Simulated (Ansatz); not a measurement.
# HfC: the cost of one run

Program: Ansatz 0.2.0. Level of theory: DFT r²SCAN, scalar-relativistic, plane waves, PAW. These are calculated values, not measurements.

**1. The system as given**

It takes space group F-43m (No. 216, cubic). Conventional cell: a = 5.025 Å, b = 5.025 Å, c = 5.025 Å, α = 90.00°, β = 90.00°, γ = 90.00°. Hf (site symmetry -43m) has 4 C at 2.18 Å as nearest neighbours. Around C (site symmetry -43m) lie 4 Hf at 2.18 Å.

As a file:

```cif
data_structure
_symmetry_space_group_name_H-M 'F-43m'
_symmetry_Int_Tables_number 216
_cell_length_a 5.0253
_cell_length_b 5.0253
_cell_length_c 5.0253
_cell_angle_alpha 90.000
_cell_angle_beta 90.000
_cell_angle_gamma 90.000
_cell_volume 126.91
loop_
_atom_site_label
_atom_site_type_symbol
_atom_site_symmetry_multiplicity
_atom_site_Wyckoff_symbol
_atom_site_fract_x
_atom_site_fract_y
_atom_site_fract_z
_atom_site_occupancy
Hf1 Hf 4 a 0.00000 0.00000 0.00000 1
C1 C 4 d 0.25000 0.25000 0.75000 1
```

This cell comes from an earlier session at r²SCAN: 15.863 Å³/atom at 0.14 GPa, on a 12×12×12 mesh.

The changes: atom 2 (C) moved 0.02 Å along z; strain e6 = +0.03, atoms carried along; all atoms moved at random (σ = 0.1 Å), cell strained at random (1 %).

**2. Atom 2 (C) moved 0.02 Å along z**

Input file input.yaml:

```yaml
crystal:
  lattice:
    - [0.0, 2.512653723, 2.512653723]
    - [2.512653723, 0.0, 2.512653723]
    - [2.512653723, 2.512653723, 0.0]
  atoms:
    - { symbol: Hf, position: [0.0, 0.0, 0.0] }
    - { symbol: C, position: [0.253979856, 0.253979856, 0.246020144] }
basis:
  ecutwfc: 500
  ecutrho_ratio: 4
kpoints:
  mp_grid: { grid: [12, 12, 12] }
hamiltonian:
  xc: r2scan
scf:
  occupations: { method: gaussian, width: 0.05 }
output:
  forces: true
  stress: true
  eigenvalues: true
```

Q: Estimate wall time and peak memory on 2 threads of an x86-64 CPU, shared host.

About 13 s, with a peak of 0.72 GiB.
